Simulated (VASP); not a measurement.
Set up this calculation in VASP 6.6.1, as the native input.

| Quantity | Value |
| --- | --- |
| Task | relaxation of the atoms |
| Functional | r2SCAN |
| Potentials or basis | VASP PAW PBE potentials, release 64 (B, N) |
| Cutoff | 600 eV |
| k mesh | 14 × 14 × 14 |
| Occupations | gaussian, width 0.03 eV |
| Spin | no spin polarisation |
| Further INCAR settings | ALGO = Normal; EDIFF = 1e-07; IBRION = 2; EDIFFG = -0.01; NSW = 40 |

The structure of BN (Qingsongite) lies in POSCAR:

```
BN                                      
1.0
    0.0000000000      1.8186050526      1.8186050526
    1.8186050526      0.0000000000      1.8186050526
    1.8186050526      1.8186050526      0.0000000000
  B               N             
     1     1
Direct
     0.0000000000000000    0.0000000000000000    0.0000000000000000
     0.2500000000000000    0.2500000000000000    0.2500000000000000
```

The cell isn't the ideal one: a relaxed cell with its volume scaled by 1.02.

These files were run (other wordings do the same):

INCAR

```
  PREC = Accurate
  ENCUT = 600
  EDIFF = 1E-7
  ISMEAR = 0
  SIGMA = 0.03
  LREAL = False
  LASPH = True
  NELM = 80
  ALGO = Normal
  ISIF = 2
  LWAVE = False
  LCHARG = False
  METAGGA = R2SCAN
  LMIXTAU = True
  IBRION = 2
  NSW = 40
  EDIFFG = -0.01
```

KPOINTS

```
regular mesh
0
Gamma
  14 14 14
```

Potentials or basis: VASP PAW PBE potentials, release 64 (B, N).

Command:

```console
$ cat potpaw_PBE.64/B/POTCAR potpaw_PBE.64/N/POTCAR > POTCAR
$ mpirun -np 1 vasp_std > vasp.out
```

It gave:

```
Pressure after relaxing : -7.5 GPa
Band gap on the k mesh  : 4.95 eV, indirect (least direct gap 9.44 eV)
```

Caveat: the relaxation stopped at its first step, so nothing moved; the PAW data sets were made with another functional, which shifts forces and pressure a little.

It took 56 s on 1 thread of AMD EPYC 9R45 (Zen 5), on a shared host, peak memory 0.11 GiB.
